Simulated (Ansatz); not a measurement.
Crystal: TaN.

```xyz
2
Lattice="2.9380 0.0000 0.0000 -1.4690 2.5444 0.0000 0.0000 0.0000 2.8830" Properties=species:S:1:pos:R:3 pbc="T T T"
Ta    0.0000    1.6963    1.4415
N     0.0000    0.0000    0.0000
```

* Program: Ansatz 0.2.0
* Task: relaxation of cell and atoms
* Functional: PBE
* Potentials or basis: Ansatz PAW
* Cutoff: 420 eV (not typed: the program's choice for these potentials)
* k mesh: 10 × 10 × 9
* Occupations: fermi-dirac, width 0.05 eV
* Spin: no spin polarisation
* Hubbard terms: Ta d U = 2 eV

At the start: volume 10.78 Å³/atom.

Problem. How do energy, volume and symmetry change on relaxing?

Solution. It ends after 7 steps and the volume is 10.98 Å³/atom (+1.9 %); space group P-6m2 (No. 187, to 0.05 Å).

Step by step:
| step | energy change (eV) | largest force (eV/Å) | volume (Å³) |
| --- | --- | --- | --- |
| 1 | 0.0000 | 0.0000 | 21.55 |
| 2 | -0.0019 | 0.0000 | 22.19 |
| 3 | -0.0064 | 0.0000 | 21.97 |
| 4 | -0.0067 | 0.0000 | 21.95 |
| 5 | -0.0079 | 0.0000 | 21.95 |
| 6 | -0.0079 | 0.0000 | 21.95 |
| 7 | -0.0079 | 0.0000 | 21.95 |

Final structure:
```
Ta N
1.0
     2.95667    0.00000    0.00000
    -1.47833    2.56055    0.00000
     0.00000    0.00000    2.89997
Ta N
1 1
Direct
  0.33333 0.66667 0.50000
  0.00000 0.00000 0.00000
```

Caveat: the plane-wave basis is chosen anew once the cell has moved, so the energies of steps on either side of that aren't comparable; the pressure holds a Pulay correction of +0.4 GPa for the finite cutoff; U without spin polarisation on a metal has little footing.
